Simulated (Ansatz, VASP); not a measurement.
One calculation of NaH, two programs

File POSCAR:

```
NaH
1.0
    0.0000000000      2.4070229845      2.4070229845
    2.4070229845      0.0000000000      2.4070229845
    2.4070229845      2.4070229845      0.0000000000
Na H
1 1
Direct
    0.0000000000      0.0000000000      0.0000000000
    0.5000000000      0.5000000000      0.5000000000
```

INCAR.step1

```
SYSTEM = NaH
PREC = Accurate ; ENCUT = 520
ISMEAR = -1 ; SIGMA = 0.05
LREAL = .FALSE. ; LASPH = .TRUE.
NELM = 100 ; NBANDS = 11
GGA = PE ; ALGO = Normal
EDIFF = 1E-4 ; LWAVE = .TRUE.
LCHARG = .FALSE.
```

INCAR.step2

```
SYSTEM = NaH
PREC = Accurate ; ENCUT = 520
EDIFF = 1E-7 ; ISMEAR = -1
SIGMA = 0.05 ; LREAL = .FALSE.
LASPH = .TRUE. ; NELM = 100
ALGO = Normal ; ISIF = 2
LWAVE = .FALSE. ; LCHARG = .TRUE.
METAGGA = R2SCAN ; LMIXTAU = .TRUE.
LELF = .TRUE. ; LVHAR = .TRUE.
NBANDS = 11 ; ISTART = 1
```

KPOINTS

```
regular mesh
0
G
  9 9 9
  0 0 0
```

File input.yaml:

```yaml
crystal:
  lattice:
    - [0.0, 2.4070229845, 2.4070229845]
    - [2.4070229845, 0.0, 2.4070229845]
    - [2.4070229845, 2.4070229845, 0.0]
  atoms:
    - { symbol: Na, position: [0.0, 0.0, 0.0] }
    - { symbol: H, position: [0.5, 0.5, 0.5] }
hamiltonian:
  xc: r2scan
  pseudopotentials: { kind: paw }
kpoints:
  mp_grid: { grid: [9, 9, 9] }
scf:
  occupations: { method: fermi_dirac, width: 0.05 }
output:
  forces: true
  stress: true
  eigenvalues: true
```

Alike in both runs: task single point; functional r2SCAN; k mesh 9 × 9 × 9; occupations fermi-dirac, width 0.05 eV; no spin polarisation.

|  | VASP | Ansatz |
| --- | --- | --- |
| version | VASP 6.6.1 | Ansatz 0.2.0 |
| potentials or method | VASP PAW PBE potentials, release 64 (Na_pv, H) | Ansatz PAW |
| plane-wave cutoff (eV) | 520 | 500 |
| valence electrons in the cell | 8 | 10 |

Ansatz gave:

* gap on the k mesh at the Fermi level (eV): 4.69
* least direct gap on the mesh (eV): 5.39
* pressure (GPa): -0.3

**Question.** Estimate VASP's values.

**Answer.** gap on the k mesh at the Fermi level (eV): 4.70; least direct gap on the mesh (eV): 5.38; pressure (GPa): -0.5.

The functional is the same, so the differences come from potentials, cutoffs and numerics. The two sets of potentials don't hold the same shells in valence.

Caveats: the PAW data sets were made with another functional, which shifts forces and pressure a little (VASP); an odd mesh through Γ misses points on the zone boundary, where band edges often lie (VASP); odd divisions of the mesh miss points on the zone boundary, where band edges often lie, so the gap on the mesh can be too wide (Ansatz); the PAW data sets come from PBE, with cores solved anew for the run's functional, which leaves a small shift of forces and pressure (Ansatz). r2SCAN opens gaps a little over a GGA but as a rule still falls short of measured ones.
